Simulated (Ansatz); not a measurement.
# InSe (R3m) in Ansatz: band structure with PBE0

Aim: the band structure of InSe with PBE0.

Everything below comes from runs of Ansatz 0.2.0. Logs are shortened: lines on timing, memory, paths and dates and some standing lists are left out, and cuts for length are marked.

**Experimental background.**

“The Interaction of Hydrogen with the van der Waals Crystal γ-InSe”, 2020, pmc:7321205 reports, for a bulk crystal of InSe at 300 K: band gap 1.25 eV.

The runs below are set against these values where they give the same quantity.

## Step 1: Starting point

It takes space group R3m (No. 160, trigonal). Conventional cell: a = 4.000 Å, b = 4.000 Å, c = 25.320 Å, α = 90.00°, β = 90.00°, γ = 120.00°. Around In (site symmetry 3m) lie 3 Se at 2.63 Å and 1 In at 2.82 Å. In (site symmetry 3m) is surrounded by 3 Se at 2.64 Å and 1 In at 2.82 Å. Around Se (site symmetry 3m) lie 3 In at 2.63 Å. Se (site symmetry 3m) is surrounded by 3 In at 2.64 Å.

## Step 2: Band structure, PBE0

Contents of input:

```
crystal:
  lattice:
    - [2.0, 1.1547005384, 8.44]
    - [-2.0, 1.1547005384, 8.44]
    - [0.0, -2.3094010768, 8.44]
  atoms:
    - { symbol: In, position: [0.8886, 0.8886, 0.8886] }
    - { symbol: In, position: [0.0, 0.0, 0.0] }
    - { symbol: Se, position: [0.1719, 0.1719, 0.1719] }
    - { symbol: Se, position: [0.3835, 0.3835, 0.3835] }
hamiltonian:
  xc: pbe0
  pseudopotentials: { kind: paw }
kpoints:
  mp_grid: { grid: [6, 6, 6] }
  band_path:
    path:
      - [[0.0, 0.0, 0.0], [0.5, 0.0, 0.0], [0.5, 0.1791451724, -0.1791451724]]
      - [[0.8208548276, 0.5, 0.1791451724], [0.5, 0.5, 0.5], [0.0, 0.0, 0.0], [0.3395725862, 0.0, -0.3395725862]]
      - [[0.6604274138, 0.3395725862, 0.0], [0.5, 0.5, 0.0], [0.6604274138, 0.6604274138, 0.1791451724], [0.5, 0.5, 0.5]]
      - [[0.5, 0.0, 0.0], [0.8208548276, 0.3395725862, 0.3395725862]]
    npoints: 4
scf:
  occupations: { method: fermi_dirac, width: 0.05 }
  n_extra_bands: 10
output:
  forces: true
  stress: true
  eigenvalues: true
  fatbands: false
```

Potentials or basis: Ansatz PAW.

The program printed:

```text
Warning: output.stress: scf.convergence.dr2_threshold = 1e-7 eV (the SCF's general default) is looser than the 4e-10 eV advised for a printed stress (1e-10 eV for each atom of the cell: 4). What an SCF threshold leaves in a stress goes as its square root, and in the free energy as the threshold itself, and one threshold admits the most on a small cell: of the crystals measured, under no hybrid functional and no lock of the moments, on runs that ended without the residual-converged pass, on stresses that held no estimate of that error, the worst erred by over 100 MPa in a component at 1e-7 eV an atom and by under 5 at 1e-10. Set scf.convergence.dr2_threshold to 4e-10 eV or tighter. The threshold is an SCF's pass mark: one that does not reach it within its budget of iterations ends unconverged, or closes short of it on a stop that the run arms, and scf.convergence.dr2_threshold's page says what that costs each kind of run
Warning: output.stress: scf.exx.energy_threshold = 1e-6 eV is looser than the 4e-8 eV advised for a stress under a hybrid functional (1e-8 eV for each atom of the cell: 4). Every SCF of the exchange loop can meet its threshold on dr2 while the loop round them stops early: no threshold on dr2 bounds what that leaves in the stress. Set scf.exx.energy_threshold to 4e-8 eV or tighter. The threshold is the loop's pass mark: a loop that does not reach it within its budget of cycles ends unconverged, and scf.exx.energy_threshold's page has the law
basis.fft_grid_basis auto: the FFT boxes are laid along the combinations [[1, 0, -1], [0, 1, -1], [0, 0, 1]] of the cell's own vectors, 4.000, 4.000 and 8.750 Å long. The dense box has 27×27×60 points. Along the cell's own vectors, as sized, it would have 60×60×60, 4.94 times as many. Of the 6 symmetry operations that the crystal satisfies within crystal.symmetry.tolerance (time reversal apart; of a slab, those that keep its plane) the dense box along the cell's own vectors carries 6, and the one as laid loses 4 of those. basis.fft_grid_basis: typed keeps the cell's own vectors: state it where this run's energies or levels are differenced outside the engine with another run's, or held beside a run that keeps those vectors.
scf.n_extra_bands = 10 over 29 filled bands (N_el = 58.0): the run solves 39 bands
GPUs: using 1 of 1 available (devices: 1).
Engine: ansatz 0.2.0, x86_64-unknown-linux-gnu
Pseudopotentials: kind: paw
Pseudopotential: In, paw, valence charge 13, recommended cutoff 420 eV (normal), In.paw.azcp
Pseudopotential: Se, paw, valence charge 16, recommended cutoff 420 eV (normal), Se.paw.azcp
Functional definition: PBE0
  parameter a = 0.25
  parameter kappa = 0.804
  parameter beta = 0.06672455060314922
  exchange = (1 - a)*pbe_x(kappa = kappa, mu = beta*pi^2/3) + a*exact_x
  correlation = pbe_c(beta = beta)
device memory: the entry about to start is reckoned to put 1.7 GiB on a device that reports 60.2 GiB free (of which the cap on the GPU budget leaves the run 18.0 GiB)
GPU FFT provider: cuFFT
GPU libraries: cuBLAS 13.8.2, cuFFT 12.4.0, cuSOLVER 12.3.4
Crystal: 4 atoms, lattice volume = 116.948 Å³
Basis set: ecut = 420 eV, 2309 PW (Γ), FFT grids on a1−a3, a2−a3, a3, exchange–correlation on 54×54×120 points (8 copies of the dense FFT grid, shifted against one another)
Bands: 39, of which v1, the nominal top of the filled ones, is band 29 counted from 1 (28 counted from 0)
Symmetry: 6 space group operations
Space group: R3m (ITA 160), of the structure as read, at distance tolerance 4.9e-5 Å
k-points: 32 of 216 (time reversal used)
Non-local potential: In, projectors of the file, l = 0: 2, l = 1: 2, l = 2: 2, l = 3: 2
Non-local potential: Se, projectors of the file, l = 0: 2, l = 1: 2, l = 2: 3, l = 3: 1
PAW form: soft (Blöchl's): semilocal exchange-correlation on the pseudo side does not see the compensation charge
PAW frozen core: In, regenerated for the run's functional, and the local potential with it (the file was generated under x = pbe(κ = 0.804, μ = 0.2195149727645171), c = pbe(β = 0.06672455060314922))
PAW frozen core: Se, regenerated for the run's functional, and the local potential with it (the file was generated under x = pbe(κ = 0.804, μ = 0.2195149727645171), c = pbe(β = 0.06672455060314922))
PAW one-centre angular grid: In, 590 points (default); XC on 64 Gauss nodes
PAW one-centre angular grid: Se, 590 points (default); XC on 64 Gauss nodes
Initial density: superposition of atomic densities (neutral atoms: chi_scale 0, normalization atom), corrected by the library's trained network
Initial wavefunctions: pseudopotential atomic-orbital guess
GPU buffer pool allocated for 43740 grid points (all kernels)
GPU transforms: local potential and band sums: pruned to the plane-wave sphere, on 27×27×60
Functional: x = pbe(κ = 0.804, μ = 0.2195149727645171), c = pbe(β = 0.06672455060314922), warm-up for x = 0.75 pbe(κ = 0.804, μ = 0.2195149727645171) + 0.25 exact, c = pbe(β = 0.06672455060314922)
SCF iter   1: F=—  HF=-22135.865046 eV  |F-HF|=—  |Δ(HF+E_count)|=         —  Δρ=1.92e-3  dr2=1.26e-2  ethr=1.77e-3  ⟨swp⟩=11.6  Hψ=5476  notcnv=1
preconditioner: auto → none  [insulator: Δε(μ)=0.434 eV  Ē_g=15.594 eV  σ=0.050 eV  W_gap=0.97  n_scr=30 (ndim 8)  ℏωp=21.2 eV  f_vac=0.086  D(μ)=0.00/eV (n_scr^D=0)]
SCF iter   2: F=—  HF=-22135.867899 eV  |F-HF|=—  |Δ(HF+E_count)|=   2.85e-3  Δρ=1.72e-3  dr2=2.42e-2  ethr=2.18e-5  ⟨swp⟩=6.1  Hψ=3911  notcnv=0  defer=15
iter 3 solved again at ethr=6.09e-7 eV; its pass at ethr=2.18e-5 eV (dr2=3.53e-4 eV) is discarded
[... 37 lines left out ...]
SCF iter   5: F=—  HF=-22145.385729 eV  |F-HF|=—  |Δ(HF+E_count)|=   3.26e-8  Δρ=1.10e-6  dr2=3.83e-9  ethr=1.86e-11  ⟨swp⟩=6.0  Hψ=3521  notcnv=0  defer=14
SCF iter   6: F=-22145.385729 eV  HF=-22145.385729 eV  |F-HF|=2.33e-10  |Δ(HF+E_count)|=  7.60e-10  Δρ=2.71e-7  dr2=4.34e-10  ethr=5.21e-12  ⟨swp⟩=3.2  Hψ=2375  notcnv=0
SCF 3 converged in 6 iterations: F = -22145.385729 eV  dr2 = 4.34e-10
  Residual-converged pass: ⟨swp⟩=3.2  Hψ=3116  notcnv=0  max |occ|·‖R‖ = 5.2e-7 eV (tolerance 5.3e-7 eV)  dr2=4.42e-10  dr2_onsite=4.13e-11  max |Δocc| = 2.4e-17
hybrid outer 2: dexx = +1.722e-6 eV, tail = 6.30e-8 eV, Δε = 3.17e-3 eV (about 1.34e-4 eV left of the loop's levels), ΔF = 4.26e-3 eV/Å (tail 1.02e-3)
GPU FFT provider: cuFFT
GPU libraries: cuBLAS 13.8.2, cuFFT 12.4.0, cuSOLVER 12.3.4
GPU buffer pool allocated for 43740 grid points (all kernels)
GPU transforms: local potential and band sums: pruned to the plane-wave sphere, on 27×27×60
Exchange kernel: α = 0.2500, full range, Wigner–Seitz truncation, v(0) = 27566.9577 eV·Å³, q-mesh 6×6×6, nearest image of the exchange supercell L = 24.00 Å, pair-density grid 24×24×60, without the augmentation charges, whose exchange is taken in its separable form by FFT convolution over the k-point mesh (the finest that the files' search goes to), smooth part of the exact exchange by density-matrix convolution in up to 10.39 GiB of GPU memory as planned if the GPU has room (build and FFT work areas not counted)
Frozen-core exchange: fock
SCF iter   1: F=—  HF=-22145.385729 eV  |F-HF|=—  |Δ(HF+E_count)|=         —  Δρ=9.39e-7  dr2=9.26e-10  ethr=5.43e-10  ⟨swp⟩=9.7  Hψ=2886  notcnv=0
preconditioner: auto → none  [insulator: Δε(μ)=1.762 eV  Ē_g=18.348 eV  σ=0.050 eV  W_gap=1.00  n_scr=30 (ndim 8)  ℏωp=21.2 eV  f_vac=0.083  D(μ)=0.00/eV (n_scr^D=0)]
SCF iter   2: F=-22145.385729 eV  HF=-22145.385729 eV  |F-HF|=7.64e-11  |Δ(HF+E_count)|=  6.66e-10  Δρ=3.30e-7  dr2=1.61e-10  ethr=1.50e-12  ⟨swp⟩=4.0  Hψ=3742  notcnv=0
SCF 4 converged in 2 iterations: F = -22145.385729 eV  dr2 = 1.61e-10
  Residual-converged pass: ⟨swp⟩=2.9  Hψ=2221  notcnv=0  max |occ|·‖R‖ = 5.1e-7 eV (tolerance 5.3e-7 eV)  dr2=1.61e-10  dr2_onsite=6.79e-11  max |Δocc| = 5.2e-18
hybrid outer 3: dexx = +6.197e-10 eV, tail = 4.76e-10 eV, Δε = 8.15e-5 eV (about 1.60e-5 eV left of the loop's levels), ΔF = 2.84e-4 eV/Å (tail 1.91e-4)
device memory: the entry about to start is reckoned to put 0.9 GiB on a device that reports 46.2 GiB free (of which the cap on the GPU budget leaves the run 18.0 GiB)
NSCF: frozen V_eff on 40 k-points, pencils in batches of 32, up to order 172
hybrid SCF converged: 3 outer / 16 inner (+4 warm-up), last move |dexx| = 6.20e-10 eV, tail = 4.76e-10 eV
Stability not checked: this state was not tested for a lower state beside it, because the functional holds exact exchange (a hybrid, or Hartree-Fock), whose exchange loop this test does not read (fock_operator; see scf.lower_state_search)
Free energy (F): -22145.385729 eV
Frozen-core exchange: fock
Harris-Foulkes:  -22145.385729 eV  (|F-HF|=7.64e-11)
Internal energy: -22145.385729 eV  (E = F + TS)
E sigma→0 (E₀):  -22145.385729 eV
Fermi energy:    7.419864 eV
--- Per-component energies (eV) ---
  E_band       = -1080.885549
  E_kinetic    = 722.189128
  E_local      = -7919.427229  (includes V_loc(G=0)·N_el)
  E_nonlocal   = -457.592546
  E_hartree    = 3654.923340
  E_xc         = -490.420036
  E_vxc        = -304.074666  (∫ρ·V_xc dr)
  E_exx        = -225.226691  (= α·E_x^exact, valence–valence)
  E_paw        = -12064.482184  (= ΣΔE_a)
  E_vpaw       = 18.627689  (= ΣTr[D̂ρ^β])
  E_aug_tail   = -0.001159  (compensation charges beyond the density's cutoff)
  E_ewald      = -5364.203816
  E_core_change = -1.144536  (= ΣΔE_core)
  E_smearing   = -0.000000  (= −TS)
  E_closure    = 0.000000  (closes the sum)
  Σ components = -22145.385729   (vs F -22145.385729, Δ=0.00e0)
--- Forces (eV/Å), atoms counted from 1 ---
  atom   1  In     0.00000000    -0.00000000     0.17864944
  atom   2  In     0.00000000     0.00000000    -0.15980081
  atom   3  Se     0.00000000     0.00000000     0.06950201
  atom   4  Se     0.00000000     0.00000000    -0.08834265
  max |Σ_I F_I| component: 7.99e-6 eV/Å
--- Stress (GPa, compression-positive) ---
        1.202732       0.000000      -0.000000
        0.000000       1.202732      -0.000000
        0.000000      -0.000000       0.190715
  P = ⅓ Tr σ = 0.8654 GPa (8.654 kbar)
--- Band table (eV; the first three rows and the last of 32) ---
  k-point 0: bands = ["-44.7917", "-44.7917", "-44.7821", "-44.7821", "-44.7629", "-44.7629", "-44.7548", "-44.7548", "-44.7510", "-44.7434", "-10.1259", "-9.9686", "-9.9686", "-9.8950", "-9.8950", "-9.8621", "-9.8621", "-9.6848", "-9.6848", "-9.6566", "-8.4181", "-7.9903", "-0.4504", "2.8349", "4.8995", "5.0648", "5.0648", "5.1663", "5.1663", "9.6284", "10.0453", "12.4739", "12.4739", "13.2366", "13.6236", "13.6236", "15.6075", "16.7173", "17.2712"]
  k-point 1: bands = ["-44.7916", "-44.7916", "-44.7820", "-44.7820", "-44.7629", "-44.7629", "-44.7548", "-44.7548", "-44.7510", "-44.7433", "-10.1357", "-10.0375", "-9.9789", "-9.9618", "-9.8756", "-9.8694", "-9.8511", "-9.7218", "-9.6875", "-9.5985", "-8.1158", "-7.7289", "-0.2254", "2.2868", "3.5408", "4.4530", "4.7097", "4.8575", "5.3723", "10.1392", "10.7010", "11.7763", "12.5748", "12.7301", "13.8882", "14.2572", "14.8352", "16.4211", "17.1668"]
  k-point 2: bands = ["-44.7916", "-44.7915", "-44.7820", "-44.7819", "-44.7629", "-44.7628", "-44.7548", "-44.7548", "-44.7509", "-44.7433", "-10.2231", "-10.1109", "-10.0652", "-9.9564", "-9.8836", "-9.8370", "-9.8202", "-9.7450", "-9.6920", "-9.5439", "-7.4567", "-7.1727", "-0.1318", "0.9996", "2.2546", "4.1496", "4.1556", "4.2904", "5.2332", "9.3437", "10.0266", "11.7162", "12.2524", "12.9017", "14.7022", "14.7408", "15.4679", "15.9794", "16.6240"]
  k-point 31: bands = ["-44.7917", "-44.7917", "-44.7821", "-44.7821", "-44.7629", "-44.7629", "-44.7548", "-44.7548", "-44.7510", "-44.7434", "-10.1261", "-9.9688", "-9.9688", "-9.8948", "-9.8948", "-9.8622", "-9.8622", "-9.6847", "-9.6847", "-9.6596", "-8.2873", "-8.1359", "-0.0305", "1.7268", "4.9886", "4.9886", "5.2512", "5.2512", "6.5381", "8.2999", "10.1368", "12.3800", "12.3800", "13.7485", "13.7648", "13.7648", "16.0658", "16.9223", "16.9223"]
```

Wall time 4.8 min (1 × NVIDIA H100 80GB HBM3 with 2 threads of AMD EPYC 7R13 (Zen 3), shared host); peak memory 5.6 GiB.

What came out:

```yaml
Free_energy: -22145.3857 eV
Pressure: 0.9 GPa
Largest_force: 0.179 eV/Å
Band_gap_on_the_k_mesh: 1.76 eV, direct
Band_gap_along_the_path: 1.76 eV, direct
```

Forces in eV/Å, atoms in the order of the input:
```
In   0.000  0.000  0.179
In   0.000  0.000 -0.160
Se   0.000  0.000  0.070
Se   0.000  0.000 -0.088
```

Levels at the corners of the path, in eV from the valence-band top:
```
point  band 27  band 28  band 29  band 30  band 31  band 32
    Γ    -1.47    -1.37    -1.37     3.09     3.51     5.94
    L    -2.62    -2.50    -1.83     2.45     3.39     5.05
   B1    -2.86    -2.53    -1.90     2.94     3.93     4.76
    B    -2.86    -2.53    -1.90     2.94     3.93     4.76
    Z    -1.29    -1.29     0.00     1.76     3.60     5.84
    Γ    -1.47    -1.37    -1.37     3.09     3.51     5.94
    X    -2.90    -2.51    -1.87     2.99     3.83     4.81
    Q    -2.90    -2.51    -1.87     2.99     3.83     4.81
    F    -2.79    -2.31    -1.64     2.52     3.29     4.68
   P1    -2.76    -2.34    -1.77     2.74     3.11     4.76
    Z    -1.29    -1.29     0.00     1.76     3.60     5.84
    L    -2.62    -2.50    -1.83     2.45     3.39     5.05
    P    -2.76    -2.34    -1.77     2.74     3.11     4.76
```

Caveat: spin-orbit coupling is left out, which moves the levels of the heavy elements; the PAW data sets come from PBE, with cores solved anew for the run's functional, which leaves a small shift of forces and pressure; the thresholds are loose for stress.

## Step 3: How close it comes

Step 2. A measured gap of InSe is 1.25 eV (300 K; “The Interaction of Hydrogen with the van der Waals Crystal γ-InSe”, 2020, pmc:7321205); the calculated 1.76 eV misses it by +0.51 eV. Spin-orbit coupling on In, Se is left out. The value is that of PBE0, without temperature or zero-point motion.
